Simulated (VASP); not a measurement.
A VASP 6.6.1 single-point calculation on InP

INCAR

```
EDIFF = 1E-7
LASPH = .TRUE.
IBRION = -1
NBANDS = 16
ENCUT = 520
SIGMA = 0.02
NELM = 120
NSW = 0
PREC = Accurate
LCHARG = .FALSE.
LWAVE = .FALSE.
ISIF = 2
GGA = 91
ISMEAR = -1
LREAL = .FALSE.
```

KPOINTS

```
KPOINTS created by Atomic Simulation Environment
0
Gamma
8 8 8
0 0 0
```

POSCAR

```
In P
 1.0000000000000000
     0.0000000000000000    2.9537876347999998    3.0719391402000000
     2.9537876347999998    0.0000000000000000    3.0719391402000000
     2.9537876347999998    2.9537876347999998    0.0000000000000000
 In  P
   1   1
Cartesian
  0.0000000000000000  0.0000000000000000  0.0000000000000000
  1.4768938173999999  1.4768938173999999  1.5359695701000000
```

The recommended PBE PAW datasets give the neutral cell 18 valence electrons.

Command

```
mpirun -np 1 vasp_std
```

OSZICAR

```
N       E                     dE             d eps       ncg     rms          rms(c)
DAV:   1     0.113151123335E+03    0.11315E+03   -0.83378E+03  1888   0.123E+03
DAV:   2    -0.897965199069E+00   -0.11405E+03   -0.10916E+03  2104   0.300E+02
DAV:   3    -0.865801286365E+01   -0.77600E+01   -0.77199E+01  2560   0.765E+01
DAV:   4    -0.886096742979E+01   -0.20295E+00   -0.20291E+00  2328   0.134E+01
DAV:   5    -0.887220565241E+01   -0.11238E-01   -0.11238E-01  2936   0.272E+00    0.521E+00
DAV:   6    -0.846793946518E+01    0.40427E+00   -0.68448E-01  3064   0.131E+01    0.304E+00
DAV:   7    -0.844477778327E+01    0.23162E-01   -0.14570E-01  2720   0.294E+00    0.116E+00
DAV:   8    -0.844464682854E+01    0.13095E-03   -0.13301E-02  2376   0.133E+00    0.270E-01
DAV:   9    -0.844519666351E+01   -0.54983E-03   -0.13498E-03  2448   0.428E-01    0.152E-01
DAV:  10    -0.844529173481E+01   -0.95071E-04   -0.18167E-04  3048   0.126E-01    0.104E-01
DAV:  11    -0.844535059566E+01   -0.58861E-04   -0.66898E-05  2296   0.624E-02    0.287E-02
DAV:  12    -0.844535090417E+01   -0.30851E-06   -0.80880E-06  2464   0.396E-02    0.116E-02
DAV:  13    -0.844535117078E+01   -0.26661E-06   -0.88948E-07  2560   0.552E-03    0.111E-02
DAV:  14    -0.844535139702E+01   -0.22623E-06   -0.23121E-07  2400   0.433E-03    0.194E-03
DAV:  15    -0.844535139734E+01   -0.32082E-09   -0.84678E-09  1744   0.720E-04
   1 F= -.84453514E+01 E0= -.84453505E+01  d E =-.177322E-05
```

From OUTCAR

```
k-points           NKPTS =     59   k-points in BZ     NKDIM =     59   number of bands    NBANDS=     16

   NELECT =      18.0000    total number of electrons

   dimension x,y,z NGX =    32 NGY =   32 NGZ =   32
   dimension x,y,z NGXF=    64 NGYF=   64 NGZF=   64

  energy-cutoff  :      520.00
  volume of cell :       53.60
      direct lattice vectors                 reciprocal lattice vectors
     0.000000000  2.953787635  3.071939140    -0.169274187  0.169274187  0.162763641
     2.953787635  0.000000000  3.071939140     0.169274187 -0.169274187  0.162763641
     2.953787635  2.953787635  0.000000000     0.169274187  0.169274187 -0.162763641

 k-points in reciprocal lattice and weights: KPOINTS created by Atomic Simulation Env
   0.00000000  0.00000000  0.00000000       0.002
   0.12500000  0.00000000  0.00000000       0.016
   0.25000000  0.00000000  0.00000000       0.016
   0.37500000  0.00000000  0.00000000       0.016
   0.50000000  0.00000000  0.00000000       0.008
   0.12500000  0.12500000  0.00000000       0.004
   0.25000000  0.12500000  0.00000000       0.016
   0.37500000  0.12500000  0.00000000       0.016
   ...

 E-fermi :   4.6856

 k-point     1 :       0.0000    0.0000    0.0000
  band No.  band energies     occupation
      1      -9.6182      2.00000
      2      -9.6012      2.00000
      3      -9.6012      2.00000
      4      -9.4869      2.00000
      5      -9.4805      2.00000
      6      -6.6186      2.00000
      7       4.3539      2.00000
      8       4.5408      1.99857
      9       4.5408      1.99857
     10       4.8165      0.00287
     11       8.5440      0.00000
     12       8.5440      0.00000
     13       8.6129      0.00000
     14      12.7388      0.00000
     15      13.5447      0.00000
     16      14.1412      0.00000

 k-point     2 :       0.1250    0.0000    0.0000
  band No.  band energies     occupation
      1      -9.6238      2.00000
      2      -9.6036      2.00000
      3      -9.5954      2.00000
      4      -9.4873      2.00000
      5      -9.4798      2.00000
      6      -6.4577      2.00000
      7       2.9121      2.00000
      8       4.2410      2.00000
      9       4.3851      2.00000
     10       5.8656      0.00000
     11       8.6127      0.00000
     12       8.8091      0.00000
     13       8.8820      0.00000
     14      12.9567      0.00000
     15      13.4596      0.00000
     16      13.5686      0.00000

 k-point     3 :       0.2500    0.0000    0.0000
  band No.  band energies     occupation
      1      -9.6542      2.00000
      2      -9.5931      2.00000
      3      -9.5830      2.00000
      4      -9.4867      2.00000
      5      -9.4760      2.00000
      6      -6.0096      2.00000
      7       1.1479      2.00000
      8       3.8809      2.00000
      9       4.0715      2.00000
     10       6.0678      0.00000
     11       9.1340      0.00000
     12       9.2651      0.00000
     13       9.6545      0.00000
     14      12.8724      0.00000
     15      13.1099      0.00000
     16      13.5521      0.00000

 ...

  Total       -0.0928998     -0.0928998     -0.6776702      0.0000000      0.0000000      0.0000000
  in kB       -2.7766699     -2.7766699    -20.2547938      0.0000000      0.0000000      0.0000000
  external PRESSURE =      -8.6027112 kB  Pullay stress =       0.0000000 kB

 POSITION                                       TOTAL-FORCE (eV/Angst)
 -----------------------------------------------------------------------------------
      0.00000      0.00000      0.00000         0.000000      0.000000      0.000000
      1.47689      1.47689      1.53597        -0.000000     -0.000000     -0.000000
 -----------------------------------------------------------------------------------
    total drift:                                0.000000      0.000000      0.000001

  FREE ENERGIE OF THE ION-ELECTRON SYSTEM (eV)
  ---------------------------------------------------
  free  energy   TOTEN  =        -8.4453513973 eV

  energy  without entropy=       -8.4453496241  energy(sigma->0) =       -8.44535051
```

It converged. Results: gap between bands v and c on the k mesh 0.28 eV; least direct gap on the k mesh 0.28 eV; pressure -0.9 GPa. Band v is the last that the valence electrons fill when counted band by band, and c is the next.

For comparison, a separate PBE run of the intended cell, on usual settings and not on those above, gives a gap of 0.30 eV on its mesh and a pressure of -0.8 GPa.

The run above took about 34 s on one core of a shared host (Intel Xeon Platinum 8488C) and held 0.2 GiB at most.
